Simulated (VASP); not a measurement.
# Pb (Fm-3m) in VASP: further runs, part 2 of 3

VASP 6.6.1. The steps go on from the part before.

**4. Relaxation of cell and atoms, revPBE**

Contents of INCAR:

```
PREC = Accurate
ENCUT = 600
EDIFF = 1E-6
ISMEAR = -1
SIGMA = 0.05
LREAL = False
LASPH = True
NELM = 80
ALGO = Fast
ISIF = 3
LWAVE = False
LCHARG = False
GGA = RE
IBRION = 2
NSW = 40
EDIFFG = -0.01
```

Contents of KPOINTS:

```
Automatic mesh
0
Gamma
  9 9 9
```

Contents of POSCAR:

```
Pb
1.0
    0.0000000000      2.4750200000      2.4750200000
    2.4750200000      0.0000000000      2.4750200000
    2.4750200000      2.4750200000      0.0000000000
Pb
1
Direct
    0.0000000000      0.0000000000      0.0000000000
```

Potentials or basis: VASP PAW PBE potentials, release 64 (Pb_d).

Run with:

```sh
> cat potpaw_PBE.64/Pb_d/POTCAR > POTCAR
> mpirun -np 1 vasp_std > vasp.out
```

OUTCAR:

```text
PREC = Accurate
   ENCUT = 600
   EDIFF = 1E-6
   ISMEAR = -1
   LREAL = False
   LASPH = True
   NELM = 80
   ISIF = 3
   GGA = RE
   IBRION = 2
   NSW = 40
   EDIFFG = -0.01

 ion  position               nearest neighbor table
   1  0.000  0.000  0.000-

  LATTYP: Found a face centered cubic cell.
 ALAT       =     4.9500400000

  Lattice vectors:

 A1 = (   0.0000000000,   2.4750200000,   2.4750200000)
 A2 = (   2.4750200000,   0.0000000000,   2.4750200000)
 A3 = (   2.4750200000,   2.4750200000,   0.0000000000)

Analysis of symmetry for initial positions (statically):
=====================================================================
 Subroutine PRICEL returns:
 Original cell was already a primitive cell.

 Routine SETGRP: Setting up the symmetry group for a
 face centered cubic supercell.

 Subroutine GETGRP returns: Found 48 space group operations
 (whereof 48 operations were pure point group operations)
 out of a pool of 48 trial point group operations.

The static configuration has the point symmetry O_h .

Analysis of symmetry for dynamics (positions and initial velocities):
=====================================================================
 Subroutine PRICEL returns:
 Original cell was already a primitive cell.

 Routine SETGRP: Setting up the symmetry group for a
 face centered cubic supercell.

 Subroutine GETGRP returns: Found 48 space group operations
 (whereof 48 operations were pure point group operations)
 out of a pool of 48 trial point group operations.

The dynamic configuration has the point symmetry O_h .

 Subroutine INISYM returns: Found 48 space group operations
 (whereof 48 operations are pure point group operations),
 and found     1 'primitive' translations

----------------------------------------------------------------------------------------

                                     Primitive cell

  volume of cell :      30.3226

  direct lattice vectors                    reciprocal lattice vectors
     0.000000000  2.475020000  2.475020000    -0.202018570  0.202018570  0.202018570
     2.475020000  0.000000000  2.475020000     0.202018570 -0.202018570  0.202018570
     2.475020000  2.475020000  0.000000000     0.202018570  0.202018570 -0.202018570

  length of vectors
     3.500206851  3.500206851  3.500206851     0.349906427  0.349906427  0.349906427

  position of ions in fractional coordinates (direct lattice)
     0.000000000  0.000000000  0.000000000

  ion indices of the primitive-cell ions
   primitive index   ion index
                 1           1

----------------------------------------------------------------------------------------

 KPOINTS: Automatic mesh

Automatic generation of k-mesh.
 Grid dimensions read from file:
 generate k-points for:    9    9    9

 Generating k-lattice:

  Cartesian coordinates                     Fractional coordinates (reciprocal lattice)
    -0.022446508  0.022446508  0.022446508     0.111111111  0.000000000  0.000000000
     0.022446508 -0.022446508  0.022446508     0.000000000  0.111111111  0.000000000
     0.022446508  0.022446508 -0.022446508     0.000000000  0.000000000  0.111111111

  Length of vectors
     0.038878492  0.038878492  0.038878492

  Shift w.r.t. Gamma in fractional coordinates (k-lattice)
     0.000000000  0.000000000  0.000000000

 Subroutine IBZKPT returns following result:
 ===========================================

 Found     35 irreducible k-points:

 Following reciprocal coordinates:
            Coordinates               Weight
  0.000000  0.000000  0.000000      1.000000
  0.111111  0.000000  0.000000      8.000000
  0.222222  0.000000  0.000000      8.000000
  0.333333  0.000000  0.000000      8.000000
  0.444444  0.000000  0.000000      8.000000
  0.111111  0.111111  0.000000      6.000000
[... 16 lines left out ...]
 -0.333333  0.333333  0.000000     12.000000
  0.444444  0.444444  0.000000      6.000000
 [... further k-points ...]
   k-points           NKPTS =     35   k-points in BZ     NKDIM =     35   number of bands    NBANDS=     11
   number of dos      NEDOS =    301   number of ions     NIONS =      1
   total plane-waves  NPLWV =  21952
   dimension x,y,z NGX =    28 NGY =   28 NGZ =   28
   dimension x,y,z NGXF=    56 NGYF=   56 NGZF=   56
   ions per type =               1
   NGX,Y,Z   is equivalent  to a cutoff of  13.30, 13.30, 13.30 a.u.
   NGXF,Y,Z  is equivalent  to a cutoff of  26.60, 26.60, 26.60 a.u.
 SYSTEM =  unknown system
   PREC   = accura    normal or accurate (medium, high low for compatibility)
   ISTART =      0    job   : 0-new  1-cont  2-samecut
   ICHARG =      2    charge: 1-file 2-atom 10-const
   ISPIN  =      1    spin polarized calculation?
   LNONCOLLINEAR =      F non collinear calculations
   LSORBIT =      F    spin-orbit coupling
   LASPH  =      T    aspherical Exc in radial PAW
   ENCUT  =  600.0 eV  44.10 Ry    6.64 a.u.   6.99  6.99  6.99*2*pi/ulx,y,z
   NELM   =     80;   NELMIN=  2; NELMDL= -5     # of ELM steps
   EDIFF  = 0.1E-05   stopping-criterion for ELM
   LREAL  =      F    real-space projection
   EDIFFG = -.1E-01   stopping-criterion for IOM
   NSW    =     40    number of steps for IOM
   IBRION =      2    ionic relax: 0-MD 1-quasi-New 2-CG
   NFREE  =      1    steps in history (QN), initial steepest desc. (CG)
   ISIF   =      3    stress and relaxation
   ISYM   =      2    0-nonsym 1-usesym 2-fastsym
   POTIM  = 0.5000    time-step for ionic-motion
   TEBEG  =    0.0;   TEEND  =   0.0 temperature during run
   PSTRESS=    0.0 pullay stress
   NELECT =      14.0000    total number of electrons
   NUPDOWN=      -1.0000    fix difference up-down
   EMIN   =  10.00;   EMAX   =-10.00  energy-range for DOS
   EFERMI =   0.00;   METHOD = LEGACY
   ISMEAR =    -1;   SIGMA  =   0.05  broadening in eV -4-tet -1-fermi 0-gaus
   EFERMI_NEDOS =   21; number of points for ismear=-14 and -15
   IALGO  =     68    algorithm
   IMIX   =      4    mixing-type and parameters
     AMIX     =   0.40;   BMIX     =  1.00
     AMIX_MAG =   1.60;   BMIX_MAG =  1.00
  volume/ion in A,a.u.               =      30.32       204.63
  Fermi-wavevector in a.u.,A,eV,Ry     =   1.265306  2.391081 21.782907  1.600999
  Thomas-Fermi vector in A             =   2.398566
   LORBIT       =      0    0 simple, 1 ext, 2 COOP (PROOUT), +10 PAW based schemes
   GGA     = RE    functional components
   LHFCALC =     F    Hartree Fock is set to
   AEXX    =    0.0000 exact exchange contribution
   IVDW    =     0    specifies the selected vdW correction
   LEPSILON=     F    determine dielectric tensor
   LRPA    =     F    only Hartree local field effects (RPA)
 conjugate gradient relaxation of ions
 non-spin polarized calculation
 RMM-DIIS sequential band-by-band and
  energy-cutoff  :      600.00
  volume of cell :       30.32
 maximum number of plane-waves:      1022
   NGX = 13   NGY = 13   NGZ = 13

--------------------------------------- Ionic step        1  -------------------------------------------

 number of electron      13.9999999 magnetization

 Free energy of the ion-electron system (eV)
  ---------------------------------------------------
  ext. energy  EPLUGINS =         0.00000000
  ---------------------------------------------------
  free energy    TOTEN  =        -3.23670019 eV

  energy without entropy =       -3.23359905  energy(sigma->0) =       -3.23514962

 E-fermi :   7.2333     XC(G=0): -10.1151

 val. band max:        7.0092758267   @ k =  -0.3333   0.3333   0.1111
 cond. band min:       7.2395672312   @ k =  -0.2222   0.3333   0.1111
 fundamental gap:      0.2302914045
 Fermi energy:         7.2333482064

 k-point     1 :       0.0000    0.0000    0.0000
  band No.  band energies     occupation
      1      -9.7515      2.00000
      2      -9.7515      2.00000
      3      -9.7515      2.00000
      4      -9.6128      2.00000
      5      -9.6128      2.00000
      6      -4.3759      2.00000
      7      14.8105      0.00000
      8      14.8105      0.00000
      9      14.8105      0.00000
     10      17.1099      0.00000
     11      18.6908      0.00000
[... 424 lines left out ...]
  energy  without entropy=       -3.2574177782  energy(sigma->0) =       -3.25901388

--------------------------------------- Ionic step        4  -------------------------------------------

 number of electron      14.0000002 magnetization

 Free energy of the ion-electron system (eV)
  ---------------------------------------------------
  ext. energy  EPLUGINS =         0.00000000
  ---------------------------------------------------
  free energy    TOTEN  =        -3.26058359 eV

  energy without entropy =       -3.25737125  energy(sigma->0) =       -3.25897742

 E-fermi :   6.4539     XC(G=0):  -9.7608

 val. band max:        6.4020471370   @ k =   0.3333   0.3333   0.0000
 cond. band min:       6.4933218966   @ k =  -0.2222   0.3333   0.1111
 fundamental gap:      0.0912747596
 Fermi energy:         6.4538651907

 k-point     1 :       0.0000    0.0000    0.0000
  band No.  band energies     occupation
      1     -10.5079      2.00000
      2     -10.5079      2.00000
      3     -10.5079      2.00000
      4     -10.3981      2.00000
      5     -10.3981      2.00000
      6      -4.6963      2.00000
      7      13.4347      0.00000
      8      13.4347      0.00000
      9      13.4347      0.00000
     10      16.2529      0.00000
     11      16.9499      0.00000
[... 350 lines left out ...]
  FREE ENERGIE OF THE ION-ELECTRON SYSTEM (eV)
  ---------------------------------------------------
  free  energy   TOTEN  =        -3.2605835867 eV

  energy  without entropy=       -3.2573712533  energy(sigma->0) =       -3.25897742

 reached required accuracy - stopping structural energy minimisation
```

OSZICAR:

```text
N       E                     dE             d eps       ncg     rms          rms(c)
DAV:   1     0.108279236265E+03    0.10828E+03   -0.79531E+03   776   0.165E+03
DAV:   2     0.166851230962E+01   -0.10661E+03   -0.10436E+03   797   0.345E+02
DAV:   3    -0.312063688201E+01   -0.47891E+01   -0.47339E+01   914   0.829E+01
[... 45 lines left out ...]
RMM:   2    -0.326068232146E+01    0.80308E-03   -0.13792E-03   775   0.724E-01    0.566E-02
RMM:   3    -0.326056986566E+01    0.11246E-03   -0.56594E-04   770   0.406E-01    0.518E-03
RMM:   4    -0.326058272577E+01   -0.12860E-04   -0.10706E-04   843   0.123E-01    0.250E-03
RMM:   5    -0.326058374939E+01   -0.10236E-05   -0.13314E-05   819   0.495E-02    0.364E-03
RMM:   6    -0.326058358673E+01    0.16266E-06   -0.23633E-06   526   0.276E-02
   4 F= -.32605836E+01 E0= -.32589774E+01  d E =-.238834E-01
```

Run time: 45 s. Hardware: 1 thread of Intel Xeon Platinum 8259CL at 2.50GHz (Skylake/Cascade Lake), shared host; peak memory 0.16 GiB.

What came out:

* Free energy: -3.2606 eV
* Relaxed volume: 32.66 Å³/atom
* Relaxed cell: a = 3.588 Å, b = 3.588 Å, c = 3.588 Å, α = 60.00°, β = 60.00°, γ = 60.00°
* Space group after relaxing (to 0.05 Å): Fm-3m (No. 225)
* Energy gained by relaxing: 23.9 meV/atom
* Ionic steps: 4
* Pressure after relaxing: 0.0 GPa
* Band gap on the k mesh: none (metal or under the smearing width)

Step by step:
```
step  energy change (eV)  largest force (eV/Å)  pressure (GPa)  volume (Å³)
   1              0.0000                0.0000            3.42        30.32
   2             -0.0230                0.0000           -0.55        33.25
   3             -0.0239                0.0000           -0.10        32.73
   4             -0.0239                0.0000            0.00        32.66
```

Final structure:
```
Pb
1.0
     0.00000    2.53701    2.53701
     2.53701    0.00000    2.53701
     2.53701    2.53701    0.00000
Pb
1
Cartesian
  0.0000 0.0000 0.0000
```

Levels at points of the mesh, in eV from the Fermi level:
```tsv
k point	band 4	band 5	band 6	band 7	band 8	band 9	band 10	band 11
(0.00, 0.00, 0.00)	-16.85	-16.85	-11.15	6.98	6.98	6.98	9.80	10.50
```

Caveat: the PAW data sets were made with another functional, which shifts forces and pressure a little.

**5. Relaxation of cell and atoms, BLYP**

Contents of INCAR:

```
SYSTEM = Pb
PREC = Accurate
ENCUT = 600
EDIFF = 1E-7
ISMEAR = -1
SIGMA = 0.05
LREAL = .FALSE.
LASPH = .TRUE.
NELM = 80
ALGO = Normal
ISIF = 3
LWAVE = .FALSE.
LCHARG = .FALSE.
GGA = B5
ALDAX = 1.0
AGGAX = 1.0
AGGAC = 1.0
ALDAC = 0.0
IBRION = 2
NSW = 40
EDIFFG = -0.01
```

Contents of KPOINTS:

```
regular mesh
0
G
  9 9 9
  0 0 0
```

POSCAR is that of step 4.

Run with:

```sh
> cat potpaw_PBE.64/Pb_d/POTCAR > POTCAR
> mpirun -np 1 vasp_std > vasp.out
```

Run time: 44 s. Hardware: 1 thread of Intel Xeon Platinum 8259CL at 2.50GHz (Skylake/Cascade Lake), shared host; peak memory 0.17 GiB.

The run converged. Its results:

* Free energy: -2.8864 eV
* Relaxed volume: 34.60 Å³/atom
* Relaxed cell: a = 3.658 Å, b = 3.658 Å, c = 3.658 Å, α = 60.00°, β = 60.00°, γ = 60.00°
* Space group after relaxing (to 0.05 Å): Fm-3m (No. 225)
* Energy gained by relaxing: 72.5 meV/atom
* Ionic steps: 3
* Pressure after relaxing: 0.0 GPa
* Band gap on the k mesh: none (metal or under the smearing width)

Step by step:
```csv
step,energy change (eV),largest force (eV/Å),pressure (GPa),volume (Å³)
1,0.0000,0.0000,6.07,30.32
2,-0.0695,0.0000,-0.92,35.65
3,-0.0725,0.0000,0.03,34.60
```

Final structure:
```yaml
crystal:
  lattice:
    - [0.00000, 2.58639, 2.58639]
    - [2.58639, 0.00000, 2.58639]
    - [2.58639, 2.58639, 0.00000]
  atoms:
    - { symbol: Pb, position: [0.00000, 0.00000, 0.00000] }
```

Levels at points of the mesh, in eV from the Fermi level:
| k point | band 3 | band 4 | band 5 | band 6 | band 7 | band 8 | band 9 | band 10 | band 11 |
| --- | --- | --- | --- | --- | --- | --- | --- | --- | --- |
| (0.00, 0.00, 0.00) | -16.93 | -16.83 | -16.83 | -10.90 | 6.30 | 6.30 | 6.30 | 10.02 | 10.23 |

Caveat: the PAW data sets were made with another functional, which shifts forces and pressure a little; the volume moved by +14 % from the deposited cell, more than functionals usually miss. Spin-orbit coupling is left out, which matters for the levels of Pb.

(Continued in part 3 of 3.)
